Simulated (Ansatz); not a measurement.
# HfN: the cost of one run

Method: DFT PBE, scalar-relativistic, plane waves, PAW, in Ansatz 0.2.0.

## Step 1: The structure to begin with

It takes space group F-43m (No. 216, cubic). The conventional cell has a = 4.910 Å, b = 4.910 Å, c = 4.910 Å, α = 90.00°, β = 90.00°, γ = 90.00°. Hf (site symmetry -43m) is surrounded by 4 N at 2.13 Å. N (site symmetry -43m) is surrounded by 4 Hf at 2.13 Å.

Coordinates:

```xyz
2
Lattice="0.0000 2.4548 2.4548 2.4548 0.0000 2.4548 2.4548 2.4548 0.0000" Properties=species:S:1:pos:R:3 pbc="T T T"
Hf    0.0000    0.0000    0.0000
N     3.6822    3.6822    3.6822
```

The structure comes from the Materials Project (structure only).

## Step 2: A change within the space group

Against the listed cell: strain xx, yy, zz, yz, xz, xy = +4.1, +4.1, +4.1, +0.0, +0.0, +0.0 %.

File input.yaml:

```yaml
crystal:
  lattice:
    - [0.0, 2.5544386768, 2.5544386768]
    - [2.5544386768, 0.0, 2.5544386768]
    - [2.5544386768, 2.5544386768, 0.0]
  atoms:
    - { symbol: Hf, position: [0.0, 0.0, 0.0] }
    - { symbol: "N", position: [0.75, 0.75, 0.75] }
basis:
  ecutwfc: 420
kpoints:
  mp_grid: { grid: [14, 14, 14] }
hamiltonian:
  xc: pbe
scf:
  occupations: { method: gaussian, width: 0.1 }
output:
  forces: true
  stress: true
  eigenvalues: true
  populations: true
```

The run is started by

```sh
ansatz run input.yaml --threads 1 --pin off --max-ram 1331MiB --backend cpu --events-out ev --progress --plain --runs-dir out
```

What time and memory should one allow on 1 thread of an x86-64 CPU, shared host?

About 15 s, with a peak of 0.38 GiB.
